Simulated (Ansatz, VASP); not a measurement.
# One calculation of Cu, two programs

The input INCAR:

```
SYSTEM = Cu
PREC     = Accurate       ! precision mode
ENCUT    = 600            ! plane-wave cutoff, eV
EDIFF    = 1E-6           ! SCF threshold, eV
ISMEAR   = -1             ! smearing method
SIGMA    = 0.05           ! smearing width, eV
LREAL    = .False.        ! projectors in reciprocal space
LASPH    = .True.         ! aspherical terms in the spheres
NELM     = 100            ! most SCF steps
ALGO     = Normal         ! electronic algorithm
ISIF     = 3              ! what is computed and relaxed
LWAVE    = .False.        ! write WAVECAR
LCHARG   = .False.        ! write CHGCAR
GGA      = B5             ! functional
ALDAX    = 1.0          
AGGAX    = 1.0          
AGGAC    = 1.0          
ALDAC    = 0.0          
IVDW     = 12             ! dispersion correction
VDW_S6   = 1.0          
VDW_S8   = 2.6996       
VDW_A1   = 0.4298       
VDW_A2   = 4.2359       
IBRION   = 2              ! ionic algorithm
NSW      = 80             ! ionic steps
EDIFFG   = -0.01          ! ionic threshold
```

File KPOINTS:

```
regular mesh
0
Gamma
  15 15 15
  0 0 0
```

The input POSCAR:

```
Cu
1.0
   -1.4427930000      1.4427930000      1.3760810000
    1.4427930000     -1.4427930000      1.3760810000
    1.4427930000      1.4427930000     -1.3760810000
Cu
1
Direct
    0.0000000000      0.0000000000      0.0000000000
```

Input for Ansatz:

```yaml
crystal:
  lattice:
    - [-1.442793, 1.442793, 1.376081]
    - [1.442793, -1.442793, 1.376081]
    - [1.442793, 1.442793, -1.376081]
  atoms:
    - { symbol: Cu, position: [0.0, 0.0, 0.0] }
kpoints:
  mp_grid:
    grid: [15, 15, 15]
hamiltonian:
  xc: blyp
  dispersion: d3bj
scf:
  occupations:
    method: fermi_dirac
    width: 0.05
relax:
  f_tol: 0.01
  max_steps: 60
  cell: {}
```

This isn't the form of Cu at room conditions, which is fcc.

Alike in both runs: task relaxation of cell and atoms; functional BLYP; dispersion D3(BJ); k mesh 15 × 15 × 15; occupations fermi-dirac, width 0.05 eV; no spin polarisation.

```csv
,VASP,Ansatz
version,VASP 6.6.1,Ansatz 0.2.0
potentials or method,"VASP PAW PBE potentials, release 64 (Cu)","plane waves, PAW"
plane-wave cutoff (eV),600,420
valence electrons in the cell,11,19
```

Ansatz gave:

- relaxed volume (Å³/atom): 11.18
- relaxed cell length with the largest relative difference (Å): 2.442
- energy change over the relaxation (meV/atom): -4

Question: What did VASP give for the same quantities?

Answer: Relaxed volume (Å³/atom): 11.23; relaxed cell length with the largest relative difference (Å): 2.446; energy change over the relaxation (meV/atom): -3.

The two sets of potentials don't hold the same shells in valence.

Caveats: the PAW data sets were made with another functional, which shifts forces and pressure a little (VASP); pairwise dispersion overbinds metals, which lowers pressure and volume.
